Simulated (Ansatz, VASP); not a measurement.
LiF in VASP and in Ansatz

```
CELL_PARAMETERS angstrom
5.38406 0.00000 0.00000
0.00000 5.38406 0.00000
0.00000 0.00000 2.81772
ATOMIC_POSITIONS crystal
Li 0.66318 0.83673 0.67075
Li 0.33682 0.16327 0.17075
Li 0.16327 0.66318 0.42075
Li 0.83673 0.33682 0.92075
F 0.83120 0.66883 0.17074
F 0.16880 0.33117 0.67074
F 0.33117 0.83120 0.92074
F 0.66883 0.16880 0.42074
```

Alike in both runs: functional PBE; k mesh 4 × 4 × 6; occupations gaussian, width 0.1 eV; no spin polarisation.

Ansatz relaxed the structure, and its values are those at the end. VASP's run is a single point on that final structure, the one shown.

|  | VASP | Ansatz |
| --- | --- | --- |
| version | VASP 6.6.1 | Ansatz 0.2.0 |
| potentials or method | VASP PAW PBE potentials, release 64 (Li_sv, F) | scalar-relativistic, plane waves, PAW |
| plane-wave cutoff (eV) | 520 | 420 |
| valence electrons in the cell | 40 | 40 |

Ansatz gave:

| Quantity | Value |
| --- | --- |
| gap on the k mesh at the Fermi level (eV) | 7.38 |
| least direct gap on the mesh (eV) | 7.40 |

**Question.** Estimate VASP's values.

**Answer.** gap on the k mesh at the Fermi level (eV): 7.37; least direct gap on the mesh (eV): 7.39.

With one functional, cell and mesh, what is left measures potentials, basis and numerics.

 A k mesh can miss the band edges. As with any semilocal functional, this PBE gap is likely too small.
